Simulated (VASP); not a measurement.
The cell holds one LiI (rock salt) (110) slab, with vacuum along c, ions free to move until forces fall under 0.03 eV/Å, no reconstruction beyond this cell, dipole correction on. Ionisation potential and electron affinity count from the cell's own band edges, surface states included.

Consider the following.

```
CELL_PARAMETERS angstrom
      4.25678     0.00000     0.00000
      0.00000     6.02000     0.00000
      0.00000     0.00000    27.77035
ATOMIC_POSITIONS crystal
  Li 0.00000 0.00000 0.32368
  Li 0.50000 0.50000 0.37079
  Li 0.00000 0.00000 0.47079
  Li 0.50000 0.50000 0.52921
  Li 0.00000 0.00000 0.62921
  Li 0.50000 0.50000 0.67632
  I  0.50000 0.00000 0.38577
  I  0.00000 0.50000 0.30405
  I  0.50000 0.00000 0.53983
  I  0.00000 0.50000 0.46017
  I  0.50000 0.00000 0.69595
  I  0.00000 0.50000 0.61423
```

Computed with PBE GGA, VASP's PBE PAW potentials (set 64) (plane waves; VASP). Numerical set-up: 450 eV cut-off, 5×4×1 Γ-centred mesh, Gaussian smearing of 0.050 eV, potentials Li_sv I.

Slab and bulk use different k-meshes, so the surface energy is good to a few per cent at best. Unless said otherwise, spin-orbit coupling is left out, though it shifts the bands of the heavy elements here.

Q: Predict its surface energy, ionisation potential, electron affinity, band gap (on the k-mesh).

A: 
- surface energy = 0.15 J/m²
- ionisation potential = 5.92 eV
- electron affinity = 2.13 eV
- band gap (on the k-mesh) = 3.79 eV

The cell is a thin slab with vacuum, built from LiI (rock salt): (110) face.
